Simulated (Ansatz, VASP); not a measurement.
## KCl (Sylvite) in VASP and in Ansatz

File INCAR:

```
SYSTEM = KCl
  ALGO = Normal
  EDIFF = 1E-7
  ENCUT = 520
  GGA = PE
  ISIF = 2
  ISMEAR = -1
  LASPH = .True.
  LCHARG = .False.
  LREAL = .False.
  LWAVE = .False.
  NBANDS = 15
  NELM = 100
  PREC = Accurate
  SIGMA = 0.05
```

The input KPOINTS:

```
k-points
0
Gamma
  7 7 7
  0 0 0
```

POSCAR

```
KCl
1.0
    0.0000000000      3.1253521154      3.1253521154
    3.1253521154      0.0000000000      3.1253521154
    3.1253521154      3.1253521154      0.0000000000
K Cl
1 1
Direct
    0.0000000000      0.0000000000      0.0000000000
    0.5000000000      0.5000000000      0.5000000000
```

File input.yaml:

```yaml
crystal:
  lattice:
    - [0.0, 3.1253521154, 3.1253521154]
    - [3.1253521154, 0.0, 3.1253521154]
    - [3.1253521154, 3.1253521154, 0.0]
  atoms:
    - { symbol: K, position: [0.0, 0.0, 0.0] }
    - { symbol: Cl, position: [0.5, 0.5, 0.5] }
hamiltonian:
  xc: pbe
  pseudopotentials: { kind: paw }
kpoints:
  mp_grid: { grid: [7, 7, 7] }
scf:
  occupations: { method: fermi_dirac, width: 0.05 }
output:
  forces: true
  stress: true
  eigenvalues: true
```

Change from the starting cell: volume scaled by 0.98.

Alike in both runs: task single point; functional PBE; k mesh 7 × 7 × 7; occupations fermi-dirac, width 0.05 eV; no spin polarisation.

```csv
,VASP,Ansatz
version,VASP 6.6.1,Ansatz 0.2.0
potentials or method,"VASP PAW PBE potentials, release 64 (K_sv, Cl)",Ansatz PAW
plane-wave cutoff (eV),520,420
valence electrons in the cell,16,16
```

|  | VASP | Ansatz | Ansatz less VASP |
| --- | --- | --- | --- |
| gap on the k mesh at the Fermi level (eV) | 5.26 | 5.26 | +0.002 |
| least direct gap on the mesh (eV) | 5.26 | 5.26 | +0.002 |
| pressure (GPa) | 1.2 | 1.2 | -0.03 |

Caveats: an odd mesh through Γ misses points on the zone boundary, where band edges often lie (VASP); odd divisions of the mesh miss points on the zone boundary, where band edges often lie, so the gap on the mesh can be too wide (Ansatz).
